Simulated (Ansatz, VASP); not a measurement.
## Cs in VASP and in Ansatz

File INCAR:

```
PREC = Accurate ; ENCUT = 520
EDIFF = 1E-6 ; ISMEAR = 0
SIGMA = 0.1 ; LREAL = False
LASPH = True ; NELM = 100
ALGO = Fast ; ISIF = 2
LWAVE = False ; LCHARG = False
GGA = PS ; NBANDS = 20
```

File KPOINTS:

```
regular mesh
0
Gamma
  3 3 2
```

The input POSCAR:

```
Cs
1.0
    7.2647804298      0.0000000000      0.0000000000
   -3.6323902150      6.2914844052      0.0000000000
    0.0000000000      0.0000000000      8.2421365851
Cs
3
Direct
    0.2254000000      0.0000000000      0.3333333333
    0.0000000000      0.2254000000      0.6666666667
    0.7746000000      0.7746000000      0.0000000000
```

Input for Ansatz:

```yaml
crystal:
  lattice:
    - [7.2647804298, 0.0, 0.0]
    - [-3.632390215, 6.2914844052, 0.0]
    - [0.0, 0.0, 8.2421365851]
  atoms:
    - { symbol: Cs, position: [0.2254, 0.0, 0.3333333333] }
    - { symbol: Cs, position: [0.0, 0.2254, 0.6666666667] }
    - { symbol: Cs, position: [0.7746, 0.7746, 0.0] }
basis:
  ecutwfc: 420
kpoints:
  mp_grid: { grid: [3, 3, 2] }
hamiltonian:
  xc: pbesol
scf:
  occupations: { method: gaussian, width: 0.1 }
  lower_state_search: "off"
output:
  forces: true
  stress: true
  eigenvalues: true
```

Alike in both runs: task single point; functional PBEsol; k mesh 3 × 3 × 2; occupations gaussian, width 0.1 eV; no spin polarisation.

```csv
,VASP,Ansatz
version,VASP 6.6.1,Ansatz 0.2.0
potentials or method,"VASP PAW PBE potentials, release 64 (Cs_sv)","scalar-relativistic, plane waves, PAW"
plane-wave cutoff (eV),520,420
valence electrons in the cell,27,27
```

|  | VASP | Ansatz | Ansatz less VASP |
| --- | --- | --- | --- |
| gap on the k mesh at the Fermi level (eV) | none | none | - |
| pressure (GPa) | 0.2 | 0.2 | +0.01 |
| largest component of the traceless stress (GPa) | 0.39 | 0.39 | 0.000 |
| rms of the force components (eV/Å) | 0.334 | 0.333 | -0.0012 |

Atom by atom the forces differ by 0.001 eV/Å (rms over components). A gap of «none» marks a metal or a gap that the smearing closes.

Caveats: the k mesh is coarse (spacing up to 0.38 Å⁻¹), so the values aren't converged; the PAW data sets were made with another functional, which shifts forces and pressure a little (VASP). Spin-orbit coupling is left out, which matters for the levels of Cs.
